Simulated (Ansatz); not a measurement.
Relaxed LaAlO$_{3}$ (cubic perovskite):

```xyz
5
Lattice="3.8124 0.0000 0.0000 0.0000 3.8124 0.0000 0.0000 0.0000 3.8124" Properties=species:S:1:pos:R:3 pbc="T T T"
La     0.0000     0.0000     0.0000
Al     1.9062     1.9062     1.9062
O      0.0000     1.9062     1.9062
O      1.9062     1.9062     0.0000
O      1.9062     0.0000     1.9062
```

In this cell atom 3 (O, nearest neighbour Al at 1.906 Å; its periodic images, 3.8 Å or more away, move with it) is moved by s along Cartesian [110], unit vector (0.707, 0.707, 0.000); all other atoms and the cell stay fixed.

These are PBE (plane waves to 420 eV, PAW, scalar-relativistic; Ansatz, an electronic-structure program) values and carry that method's errors. k mesh 7×7×7 (Γ-centred), Fermi-Dirac smearing 0.05 eV. The energy includes the smearing's −TS. LaAlO3 is run without spin polarisation. LaAlO3 was relaxed with its symmetry unable to fall. This is a high-temperature form of LaAlO3. ΔE is measured from the undisplaced structure.

Q: Give the computed ΔE (meV/cell) at s (Å) = -0.380, -0.304, -0.152, 0.076, 0.152, 0.228, 0.304, 0.380.

A: 
```
s (Å)   ΔE (meV/cell)
------  -------------
-0.380            948
-0.304            593
-0.152            143
0.076              35
0.152             143
0.228             327
0.304             593
0.380             948
```

(A displaced cell: forces are minus the slopes of the energy, force constants its curvatures, and phonons follow from these.)
